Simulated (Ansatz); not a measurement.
# Rb: the cost of one run

Program: Ansatz 0.2.0. Level of theory: DFT PBE, scalar-relativistic, plane waves, PAW. These are calculated values, not measurements.

2 further runs of the same task are left out: 2 set aside as unsound or not needed.

## (1) The system as given

The cell holds 20 atoms (Rb20): a = 12.368 Å, b = 12.846 Å, c = 12.830 Å, α = 86.83°, β = 87.22°, γ = 89.48°.

It is the last frame of an earlier stage of the same melt, run at 300 K.

Its coordinates follow in the input file.

## (2) Relaxation without symmetry, coarse mesh

A cheap relaxation: coarse mesh, no symmetry, loose thresholds.

Contents of input.yaml:

```yaml
crystal:
  lattice:
    - [12.364567, 0.052936, 0.305384]
    - [0.052936, 12.841462, 0.354632]
    - [0.305384, 0.354632, 12.821501]
  atoms:
    - { symbol: Rb, position: [0.8404703404, 0.292325504, 0.8939384709] }
    - { symbol: Rb, position: [0.4369329072, 0.6463606659, 0.8393585745] }
    - { symbol: Rb, position: [0.4260372988, 0.1389858668, 0.3829120265] }
    - { symbol: Rb, position: [0.355147766, 0.8244671993, 0.1652670667] }
    - { symbol: Rb, position: [0.0760234579, 0.3394990057, 0.4409191623] }
    - { symbol: Rb, position: [0.6823484868, 0.0896946998, 0.625970452] }
    - { symbol: Rb, position: [0.5284726171, 0.3221949637, 0.0695524733] }
    - { symbol: Rb, position: [0.2649627765, 0.7542280588, 0.5720479019] }
    - { symbol: Rb, position: [0.7354828187, 0.6174962952, 0.0787721447] }
    - { symbol: Rb, position: [0.8489017752, 0.1666763707, 0.2059815076] }
    - { symbol: Rb, position: [0.3959163837, 0.3845873969, 0.6585964434] }
    - { symbol: Rb, position: [0.6531977887, 0.9796193739, 0.9692709963] }
    - { symbol: Rb, position: [0.0341298986, 0.0026037293, 0.6481846391] }
    - { symbol: Rb, position: [0.0457522045, 0.9336459914, 0.3157725253] }
    - { symbol: Rb, position: [0.3456074148, 0.0257060044, 0.8418471712] }
    - { symbol: Rb, position: [0.0265841672, 0.545399541, 0.809796667] }
    - { symbol: Rb, position: [0.7977382978, 0.7401115978, 0.5933109987] }
    - { symbol: Rb, position: [0.170326324, 0.393994191, 0.0629973008] }
    - { symbol: Rb, position: [0.6935738476, 0.4662173896, 0.3607123661] }
    - { symbol: Rb, position: [0.995237366, 0.8832047463, 0.0120407349] }
  symmetry: { detect: false }
basis:
  ecutwfc: 420
kpoints:
  mp_grid: { grid: [1, 1, 1], shift: [0.25, 0.25, 0.25] }
hamiltonian:
  xc: pbe
scf:
  occupations: { method: gaussian, width: 0.1 }
  lower_state_search: "off"
output:
  forces: true
  stress: true
  eigenvalues: true
relax:
  adjacent_minimum: "off"
  f_tol: 0.04
  max_steps: 70
  cell: { stress_tol: 0.3 }
```

Run with:

```
$ ansatz run input.yaml --threads 2 --pin off --max-ram 5120MiB --backend cpu --events-out ev --progress --plain --runs-dir out
```

**Question.** How long does this run take on 2 threads of Arm Neoverse N1, shared host, and how much memory does it need?

About 11 min, with a peak of 1.7 GiB.
